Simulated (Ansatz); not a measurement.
Crystal: Sc, fcc type, 1 atom in the cell.

Theory: PBE, plane waves, PAW datasets (generated soft set 1) (Ansatz 0.2.0 development build).

Cutoff 420 eV; k-mesh 41×41×41 Γ-centred; Fermi–Dirac smearing of 0.0612 eV; no spin polarisation.

(1) What equilibrium volume, lattice constant and bulk modulus does this give?

Answers

(1) V₀ = 24.686 Å³/atom (a₀ = 4.622 Å), B₀ = 51.1 GPa, B₀′ = 3.16. The points behind the fit:

| V (Å³/atom) | a (Å) | E − E(min) (meV/atom) | P (GPa) |
| --- | --- | --- | --- |
| 23.205 | 4.5277 | 15.44 | 3.49 |
| 23.698 | 4.5596 | 6.67 | 2.23 |
| 24.192 | 4.5910 | 1.62 | 1.07 |
| 24.686 | 4.6221 | 0.00 | 0.00 |
| 25.180 | 4.6527 | 1.53 | -0.98 |
| 25.673 | 4.6829 | 5.96 | -1.88 |
| 26.167 | 4.7127 | 13.05 | -2.71 |

The published all-electron PBE values for this crystal (mean of FLEUR and WIEN2k, k-spacing 0.06 Å⁻¹; Bosoni et al., Nat. Rev. Phys. 6, 45 (2024)) are V₀ = 24.687 Å³/atom, B₀ = 51.1 GPa, B₀′ = 3.16.

The stress includes the program's correction for the finite plane-wave basis.

This cubic structure is a model: it isn't the usual form of the substance at ambient conditions, and such phases are metastable or hypothetical.
